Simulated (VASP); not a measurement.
# InAs (F-43m) in VASP: phonons with LDA

Aim: the phonons of InAs with LDA.

Everything below comes from runs of VASP 6.6.1. Logs are shortened: lines on timing, memory, paths and dates and some standing lists are left out, and cuts for length are marked.

## 1. The crystal as given

The structure is cubic, space group F-43m (No. 216). The conventional cell has a = 6.036 Å, b = 6.036 Å, c = 6.036 Å, α = 90.00°, β = 90.00°, γ = 90.00°. Around In (site symmetry -43m) lie 4 As at 2.61 Å. Around As (site symmetry -43m) lie 4 In at 2.61 Å.

## 2. Phonons, LDA

The input, POSCAR:

```
InAs
1.0
    0.0000000000      3.0180000000      3.0180000000
    3.0180000000      0.0000000000      3.0180000000
    3.0180000000      3.0180000000      0.0000000000
In As
1 1
Direct
    0.0000000000      0.0000000000      0.0000000000
    0.2500000000      0.2500000000      0.2500000000
```

The input, INCAR.step1:

```
SYSTEM = InAs
ALGO = Fast ; EDIFF = 1E-8
EDIFFG = -0.002 ; ENCUT = 600
GGA = CA ; IBRION = 2
ISIF = 3 ; ISMEAR = 0
LASPH = .TRUE. ; LCHARG = .FALSE.
LREAL = .FALSE. ; LWAVE = .FALSE.
NELM = 60 ; NSW = 40
PREC = Accurate ; SIGMA = 0.1
```

The input, INCAR.step2:

```
SYSTEM = InAs
ALGO = Fast ; EDIFF = 1E-8
ENCUT = 600 ; GGA = CA
IBRION = 6 ; ISIF = 2
ISMEAR = 0 ; LASPH = .TRUE.
LCHARG = .FALSE. ; LREAL = .FALSE.
LWAVE = .FALSE. ; NELM = 60
NFREE = 2 ; NSW = 1
POTIM = 0.015 ; PREC = Accurate
SIGMA = 0.1
```

The input, KPOINTS:

```
k-points
0
G
  12 12 12
  0 0 0
```

Potentials or basis: VASP PAW LDA potentials, release 64 (In_d, As).

Command:

```bash
$ cat potpaw_LDA.64/In_d/POTCAR potpaw_LDA.64/As/POTCAR > POTCAR
$ cp INCAR.step1 INCAR
$ mpirun -np 1 vasp_std > vasp.out
$ cp CONTCAR POSCAR
$ cp INCAR.step2 INCAR
$ mpirun -np 1 vasp_std > vasp.out
```

OUTCAR:

```text
SYSTEM = InAs
   EDIFF = 1E-8
   ENCUT = 600
   GGA = CA
   IBRION = 6
   ISIF = 2
   ISMEAR = 0
   LASPH = .TRUE.
   LREAL = .FALSE.
   NELM = 60
   NFREE = 2
   NSW = 1
   POTIM = 0.015
   PREC = Accurate

 ion  position               nearest neighbor table
   1  0.000  0.000  0.000-   2 2.61   2 2.61   2 2.61   2 2.61
   2  0.250  0.250  0.250-   1 2.61   1 2.61   1 2.61   1 2.61

  LATTYP: Found a face centered cubic cell.
 ALAT       =     6.0319170220

  Lattice vectors:

 A1 = (   0.0000000000,   3.0159585110,   3.0159585110)
 A2 = (   3.0159585110,   0.0000000000,   3.0159585110)
 A3 = (   3.0159585110,   3.0159585110,   0.0000000000)

Analysis of symmetry for initial positions (statically):
=====================================================================
 Subroutine PRICEL returns:
 Original cell was already a primitive cell.

 Routine SETGRP: Setting up the symmetry group for a
 face centered cubic supercell.

 Subroutine GETGRP returns: Found 24 space group operations
 (whereof 24 operations were pure point group operations)
 out of a pool of 48 trial point group operations.

The static configuration has the point symmetry T_d .

Analysis of symmetry for dynamics (positions and initial velocities):
=====================================================================
 Subroutine PRICEL returns:
 Original cell was already a primitive cell.

 Routine SETGRP: Setting up the symmetry group for a
 face centered cubic supercell.

 Subroutine GETGRP returns: Found 24 space group operations
 (whereof 24 operations were pure point group operations)
 out of a pool of 48 trial point group operations.

The dynamic configuration has the point symmetry T_d .

 Subroutine INISYM returns: Found 24 space group operations
 (whereof 24 operations are pure point group operations),
 and found     1 'primitive' translations

----------------------------------------------------------------------------------------

                                     Primitive cell

  volume of cell :      54.8664

  direct lattice vectors                    reciprocal lattice vectors
     0.000000000  3.015958511  3.015958511    -0.165784774  0.165784774  0.165784774
     3.015958511  0.000000000  3.015958511     0.165784774 -0.165784774  0.165784774
     3.015958511  3.015958511  0.000000000     0.165784774  0.165784774 -0.165784774

  length of vectors
     4.265209430  4.265209430  4.265209430     0.287147652  0.287147652  0.287147652

  position of ions in fractional coordinates (direct lattice)
     0.000000000  0.000000000  0.000000000
     0.250000000  0.250000000  0.250000000

  ion indices of the primitive-cell ions
   primitive index   ion index
                 1           1
                 2           2

----------------------------------------------------------------------------------------

 KPOINTS: k-points

Automatic generation of k-mesh.
 Grid dimensions read from file:
 generate k-points for:   12   12   12

 Generating k-lattice:

  Cartesian coordinates                     Fractional coordinates (reciprocal lattice)
    -0.013815398  0.013815398  0.013815398     0.083333333  0.000000000  0.000000000
     0.013815398 -0.013815398  0.013815398     0.000000000  0.083333333  0.000000000
     0.013815398  0.013815398 -0.013815398     0.000000000  0.000000000  0.083333333

  Length of vectors
     0.023928971  0.023928971  0.023928971

  Shift w.r.t. Gamma in fractional coordinates (k-lattice)
     0.000000000  0.000000000  0.000000000

 Subroutine IBZKPT returns following result:
 ===========================================

 Found     72 irreducible k-points:

 Following reciprocal coordinates:
            Coordinates               Weight
  0.000000  0.000000  0.000000      1.000000
  0.083333  0.000000  0.000000      8.000000
  0.166667  0.000000  0.000000      8.000000
  0.250000  0.000000  0.000000      8.000000
  0.333333  0.000000  0.000000      8.000000
  0.416667  0.000000  0.000000      8.000000
[... 16 lines left out ...]
  0.500000  0.166667  0.000000     24.000000
 -0.416667  0.166667  0.000000     24.000000
 [... further k-points ...]
   k-points           NKPTS =     72   k-points in BZ     NKDIM =     72   number of bands    NBANDS=     13
   number of dos      NEDOS =    301   number of ions     NIONS =      2
   total plane-waves  NPLWV =  46656
   dimension x,y,z NGX =    36 NGY =   36 NGZ =   36
   dimension x,y,z NGXF=    72 NGYF=   72 NGZF=   72
   ions per type =               1   1
   NGX,Y,Z   is equivalent  to a cutoff of  14.03, 14.03, 14.03 a.u.
   NGXF,Y,Z  is equivalent  to a cutoff of  28.06, 28.06, 28.06 a.u.
 SYSTEM =  InAs
   PREC   = accura    normal or accurate (medium, high low for compatibility)
   ISTART =      0    job   : 0-new  1-cont  2-samecut
   ICHARG =      2    charge: 1-file 2-atom 10-const
   ISPIN  =      1    spin polarized calculation?
   LNONCOLLINEAR =      F non collinear calculations
   LSORBIT =      F    spin-orbit coupling
   LASPH  =      T    aspherical Exc in radial PAW
   ENCUT  =  600.0 eV  44.10 Ry    6.64 a.u.   8.52  8.52  8.52*2*pi/ulx,y,z
   NELM   =     60;   NELMIN=  2; NELMDL=  0     # of ELM steps
   EDIFF  = 0.1E-07   stopping-criterion for ELM
   LREAL  =      F    real-space projection
   EDIFFG = 0.1E-06   stopping-criterion for IOM
   NSW    =     61    number of steps for IOM
   IBRION =      6    ionic relax: 0-MD 1-quasi-New 2-CG
   NFREE  =      2    steps in history (QN), initial steepest desc. (CG)
   ISIF   =      2    stress and relaxation
   ISYM   =      2    0-nonsym 1-usesym 2-fastsym
   POTIM  = 0.0150    time-step for ionic-motion
   TEBEG  =    0.0;   TEEND  =   0.0 temperature during run
   PSTRESS=    0.0 pullay stress
   NELECT =      18.0000    total number of electrons
   NUPDOWN=      -1.0000    fix difference up-down
   EMIN   =  10.00;   EMAX   =-10.00  energy-range for DOS
   EFERMI =   0.00;   METHOD = LEGACY
   ISMEAR =     0;   SIGMA  =   0.10  broadening in eV -4-tet -1-fermi 0-gaus
   EFERMI_NEDOS =   21; number of points for ismear=-14 and -15
   IALGO  =     68    algorithm
   IMIX   =      4    mixing-type and parameters
     AMIX     =   0.40;   BMIX     =  1.00
     AMIX_MAG =   1.60;   BMIX_MAG =  1.00
  volume/ion in A,a.u.               =      27.43       185.13
  Fermi-wavevector in a.u.,A,eV,Ry     =   1.129095  2.133679 17.345448  1.274854
  Thomas-Fermi vector in A             =   2.265787
   LORBIT       =      0    0 simple, 1 ext, 2 COOP (PROOUT), +10 PAW based schemes
   GGA     = CA    functional components
   LHFCALC =     F    Hartree Fock is set to
   AEXX    =    0.0000 exact exchange contribution
   IVDW    =     0    specifies the selected vdW correction
   LEPSILON=     F    determine dielectric tensor
   LRPA    =     F    only Hartree local field effects (RPA)
 finite differences with symmetry
 non-spin polarized calculation
 RMM-DIIS sequential band-by-band and
 Gauss-broadening in eV      SIGMA  =   0.10
  energy-cutoff  :      600.00
  volume of cell :       54.87
 maximum number of plane-waves:      1853
 NGX is ok and might be reduce to    36
   NGX = 17   NGY = 17   NGZ = 17

--------------------------------------- Ionic step        1  -------------------------------------------

 number of electron      18.0000003 magnetization

 Free energy of the ion-electron system (eV)
  ---------------------------------------------------
  ext. energy  EPLUGINS =         0.00000000
  ---------------------------------------------------
  free energy    TOTEN  =        -9.02996828 eV

  energy without entropy =       -9.02981883  energy(sigma->0) =       -9.02989356

------------------------ aborting loop because EDIFF is reached ----------------------------------------

  FORCE on cell =-STRESS in cart. coord.  units (eV):
  Direction    XX          YY          ZZ          XY          YZ          ZX
  --------------------------------------------------------------------------------------
  -------------------------------------------------------------------------------------
  Total        0.0027747      0.0027747      0.0027747      0.0000000     -0.0000000      0.0000000
  in kB        0.0810256      0.0810256      0.0810256      0.0000000     -0.0000000      0.0000000
  external PRESSURE =       0.0810256 kB  Pullay stress =       0.0000000 kB
[... 129 lines left out ...]
  energy  without entropy=       -9.0289605293  energy(sigma->0) =       -9.02903289

--------------------------------------- Ionic step        5  -------------------------------------------

 number of electron      18.0000003 magnetization

 Free energy of the ion-electron system (eV)
  ---------------------------------------------------
  ext. energy  EPLUGINS =         0.00000000
  ---------------------------------------------------
  free energy    TOTEN  =        -9.02910524 eV

  energy without entropy =       -9.02896053  energy(sigma->0) =       -9.02903289

 E-fermi :   4.4770     XC(G=0):  -9.4445

 val. band max:        4.4437466245   @ k =   0.0000   0.0000   0.0000
 cond. band min:       5.1451204694   @ k =   0.0833   0.0000   0.0000
 fundamental gap:      0.7013738449
 Fermi energy:         4.4769586873

 k-point     1 :       0.0000    0.0000    0.0000
  band No.  band energies     occupation
      1      -9.9617      2.00000
      2      -9.9587      2.00000
      3      -9.9549      2.00000
      4      -9.8266      2.00000
      5      -9.8265      2.00000
      6      -7.5489      2.00000
      7       4.0577      2.00000
      8       4.3835      1.81385
      9       4.4145      1.62273
     10       4.4437      1.36142
     11       8.2187      0.00000
     12       8.2403      0.00000
     13       8.2636      0.00000
[... 353 lines left out ...]
 k-point    24 :      -0.4167    0.1667    0.0000
  band No.  band energies     occupation
      1     -10.1008      2.00000
      2      -9.9176      2.00000
      3      -9.9117      2.00000
      4      -9.8262      2.00000
      5      -9.8207      2.00000
      6      -5.8866      2.00000
      7      -1.3484      2.00000
      8       1.9712      2.00000
      9       3.1119      2.00000
     10       6.5444      0.00000
     11       8.6589      0.00000
     12       9.7869      0.00000
     13      11.2928      0.00000

 [... further k-points ...]

------------------------ aborting loop because EDIFF is reached ----------------------------------------

  FORCE on cell =-STRESS in cart. coord.  units (eV):
  Direction    XX          YY          ZZ          XY          YZ          ZX
  --------------------------------------------------------------------------------------
  -------------------------------------------------------------------------------------
  Total        0.0008023      0.0029355      0.0029355      0.0000000      0.1197776      0.0000000
  in kB        0.0234297      0.0857206      0.0857206      0.0000000      3.4976799      0.0000000
  external PRESSURE =       0.0649570 kB  Pullay stress =       0.0000000 kB
[... 17 lines left out ...]
  FREE ENERGIE OF THE ION-ELECTRON SYSTEM (eV)
  ---------------------------------------------------
  free  energy   TOTEN  =        -9.0291052435 eV

  energy  without entropy=       -9.0289605272  energy(sigma->0) =       -9.02903289

 INTERNAL STRAIN TENSORS FROM DISPLACED ATOMS
 ============================================

 INTERNAL STRAIN TENSOR FOR ION    1 for displacements in x,y,z  (eV/Angst):
          X           Y           Z          XY          YZ          ZX
  --------------------------------------------------------------------------------
  x     0.00000     0.00000     0.00000     0.00000     7.96220     0.00000
  y     0.00000     0.00000     0.00000     0.00000     0.00000     7.96220
  z     0.00000     0.00000     0.00000     7.96220     0.00000     0.00000

 INTERNAL STRAIN TENSOR FOR ION    2 for displacements in x,y,z  (eV/Angst):
          X           Y           Z          XY          YZ          ZX
  --------------------------------------------------------------------------------
  x    -0.00000     0.00000     0.00000     0.00000    -7.98478     0.00000
  y     0.00000    -0.00000     0.00000     0.00000     0.00000    -7.98478
  z     0.00000     0.00000    -0.00000    -7.98478     0.00000     0.00000

 Eigenvectors and eigenvalues of the dynamical matrix
 ----------------------------------------------------

   1 f  =    6.434137 THz    40.426876 2PiTHz  214.619716 cm-1    26.609441 meV
             X         Y         Z           dx          dy          dz
      0.000000  0.000000  0.000000    -0.601938   -0.181947   -0.000748
      1.507979  1.507979  1.507979     0.744280    0.224972    0.000925

   2 f  =    6.434137 THz    40.426876 2PiTHz  214.619716 cm-1    26.609441 meV
             X         Y         Z           dx          dy          dz
      0.000000  0.000000  0.000000    -0.181628    0.601025   -0.034843
      1.507979  1.507979  1.507979     0.224578   -0.743152    0.043082
[... 11 lines left out ...]
   5 f/i=    0.003761 THz     0.023632 2PiTHz    0.125459 cm-1     0.015555 meV
             X         Y         Z           dx          dy          dz
      0.000000  0.000000  0.000000     0.274640   -0.000000    0.727419
      1.507979  1.507979  1.507979     0.222115   -0.000000    0.588302

   6 f/i=    0.003761 THz     0.023632 2PiTHz    0.125459 cm-1     0.015555 meV
             X         Y         Z           dx          dy          dz
      0.000000  0.000000  0.000000     0.172488   -0.755363   -0.065124
      1.507979  1.507979  1.507979     0.139500   -0.610901   -0.052669

 ELASTIC MODULI CONTR FROM IONIC RELAXATION (kBar)
 Direction    XX          YY          ZZ          XY          YZ          ZX
 --------------------------------------------------------------------------------
 XX          -0.0000     -0.0000     -0.0000     -0.0000     -0.0000     -0.0000
 YY          -0.0000     -0.0000     -0.0000     -0.0000     -0.0000     -0.0000
 ZZ          -0.0000     -0.0000     -0.0000     -0.0000     -0.0000     -0.0000
 XY          -0.0000     -0.0000     -0.0000   -241.6842      0.0000      0.0000
 YZ          -0.0000     -0.0000     -0.0000      0.0000   -241.6842      0.0000
 ZX          -0.0000     -0.0000     -0.0000      0.0000      0.0000   -241.6842
 --------------------------------------------------------------------------------
```

Run time: 13 min. Hardware: 1 thread of AMD EPYC 9R45 (Zen 5), shared host; peak memory 0.5 GiB.

Results:

- Relaxed volume: 27.43 Å³/atom
- Relaxed cell: a = 4.265 Å, b = 4.265 Å, c = 4.265 Å, α = 60.00°, β = 60.00°, γ = 60.00°
- Space group after relaxing (to 0.05 Å): F-43m (No. 216)
- Highest phonon frequency at Γ, LO-TO splitting left out: 215 cm⁻¹

Final structure:
```
In As
1.0
     0.00000    3.01596    3.01596
     3.01596    0.00000    3.01596
     3.01596    3.01596    0.00000
In As
1 1
Cartesian
  0.0000 0.0000 0.0000
  1.5080 1.5080 1.5080
```

Phonon frequencies in cm⁻¹ (negative: imaginary):
| q point | frequencies |
| --- | --- |
| (0.000, 0.000, 0.000) | 0 0 0 215 215 215 |
